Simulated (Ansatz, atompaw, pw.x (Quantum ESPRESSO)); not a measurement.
Zr: does the PAW (atompaw) potential hold in the solid?

```json
{
  "Element": "Zr",
  "Generator": "atompaw 4.2.0.5",
  "Type": "PAW",
  "Functional": "PBEsol",
  "Relativity": "scalar-relativistic",
  "Frozen core": "[Kr]",
  "Valence charge": "4",
  "Reference configuration": "4d2 5s2 5p0",
  "Partial waves": "5s (bound): rc 3.00 bohr; 5s channel at 3.3 Ry: rc 3.00 bohr; 5p (bound, empty): rc 3.00 bohr; 5p channel at 2.95 Ry: rc 3.00 bohr; 4d (bound): rc 3.00 bohr; 4d channel at 0.37 Ry: rc 3.00 bohr",
  "Local potential": "bessel scheme, radius 2.80 bohr",
  "Core correction": "smooth core density matched at 2.40 bohr",
  "Augmentation charge": "sinc compensation charge, radius 2.45 bohr; PAW radius 3.00 bohr; waves and projectors: custom rrkj gramschmidtortho"
}
```

Crystal test: bcc Zr in pw.x 7.5, no spin, 13³ k-points, Fermi–Dirac smearing 0.01 Ry, cutoffs 40/400 Ry. The lattice is a test structure that the element need not adopt, and mesh and smearing are coarse.

pw.x input:

```
&control
  calculation='scf', prefix='x', pseudo_dir='./', outdir='./tmp', tstress=.true., disk_io='none'
/
&system
  ibrav=0, nat=1, ntyp=1, ecutwfc=40, ecutrho=400, nbnd=9,
  occupations='smearing', smearing='fd', degauss=0.01
/
&electrons
  conv_thr=1e-09, mixing_beta=0.4, electron_maxstep=70
/
ATOMIC_SPECIES
Zr 1.0 Zr.UPF
CELL_PARAMETERS angstrom
  -1.76986880 1.76986880 1.76986880
  1.76986880 -1.76986880 1.76986880
  1.76986880 1.76986880 -1.76986880
ATOMIC_POSITIONS crystal
Zr 0.0000 0.0000 0.0000
K_POINTS automatic
13 13 13 0 0 0
```

```bash
pw.x < Zr.scf.in > Zr.scf.out
```

How does the run end?

It converges; the pressure is 1.96 GPa against -0.86 GPa from all-electron LAPW. This is a poor potential for the solid. The log shows:

```
     scf convergence threshold =      1.0E-09
     Exchange-correlation= SLA PW PSX PSC
     number of k points=    84  Fermi-Dirac smearing, width (Ry)=  0.0100
     iteration #  1     ecut=    40.00 Ry     beta= 0.40
     c_bands:  1 eigenvalues not converged
     c_bands:  1 eigenvalues not converged
     c_bands:  1 eigenvalues not converged
     total energy              =    -226.99845841 Ry
     estimated scf accuracy    <       0.00733674 Ry
     iteration #  2     ecut=    40.00 Ry     beta= 0.40
     total energy              =    -227.00242615 Ry
     estimated scf accuracy    <       0.00242037 Ry
     iteration #  3     ecut=    40.00 Ry     beta= 0.40
     total energy              =    -227.00295276 Ry
     estimated scf accuracy    <       0.00016307 Ry
     iteration #  4     ecut=    40.00 Ry     beta= 0.40
     c_bands:  1 eigenvalues not converged
     [... 4 repeated lines left out ...]
     total energy              =    -227.00310177 Ry
     estimated scf accuracy    <       0.00000330 Ry
     [... 7 iterations left out ...]
     iteration # 12     ecut=    40.00 Ry     beta= 0.40
     total energy              =    -227.00311471 Ry
     estimated scf accuracy    <       0.00000002 Ry
     iteration # 13     ecut=    40.00 Ry     beta= 0.40
     total energy              =    -227.00311471 Ry
     estimated scf accuracy    <       0.00000001 Ry
     iteration # 14     ecut=    40.00 Ry     beta= 0.40
     total energy              =    -227.00311470 Ry
     estimated scf accuracy    <          5.4E-09 Ry
     iteration # 15     ecut=    40.00 Ry     beta= 0.40
     the Fermi energy is     8.2440 ev
!    total energy              =    -227.00311470 Ry
     estimated scf accuracy    <          4.8E-10 Ry
     smearing contrib. (-TS)   =      -0.00780747 Ry
     convergence has been achieved in  15 iterations
          total   stress  (Ry/bohr**3)                   (kbar)     P=       19.56
     Message from routine punch:
     Nothing written, as per user request (disk_io='none')
```
